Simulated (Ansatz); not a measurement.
# InSb: reading a single point

```
Sb In
1.0
     5.78228    0.00000    0.00000
     0.00000    5.42291    0.00000
     0.00000    0.00000    3.10069
Sb In
2 2
Direct
  0.00000 0.50000 0.16500
  0.50000 0.00000 0.83500
  0.00000 0.00000 0.00000
  0.50000 0.50000 0.00000
```

Single point in Ansatz 0.2.0 with PBE, no spin polarisation. Cutoff 420 eV, PAW datasets, 6×6×11 Γ-centred k mesh, fermi-dirac filling (width 0.1 eV).

**Forces.** The largest is on Sb1 (and as large on other atoms): 0.66 eV/Å, components (0.00, 0.00, 0.66). It makes 101° with the line to a nearest neighbour, In3 at 2.76 Å.
**Charges.** Bader charges in e: In +0.27, Sb -0.27. In the mean In gives up most and Sb takes most.
**Contacts.** Sb–In at 2.76 Å: least valence density 0.36 e/Å³ and ELF 0.45 there. Sb–Sb at 3.10 Å: least valence density 0.25 e/Å³ and ELF 0.49 there. In–In at 3.10 Å: least valence density 0.18 e/Å³ and ELF 0.34 there. These are pseudo-fields; inside the PAW spheres they differ from the all-electron ones.
**At the Fermi level.** It is a metal, with about 1.6 states/eV a cell as the mean within 0.25 eV of the Fermi level, mostly Sb p (43 %), In p (34 %) and In s (14 %).
**Formation energy.** 0.23 eV an atom against the elements' usual phases (free molecules for gases, crystals otherwise, with no correction for O₂ or N₂), so at this geometry it isn't bound against them. Relaxing would lower it.
**Stress.** The pressure is 13.7 GPa (compression positive), so with the atoms held at these fractions the cell would first expand. The principal stresses 6.0, 10.8, 24.4 GPa differ, so its shape would change too.

Origin: a database entry at a rescaled volume. Caveats: atoms or cell far from equilibrium.
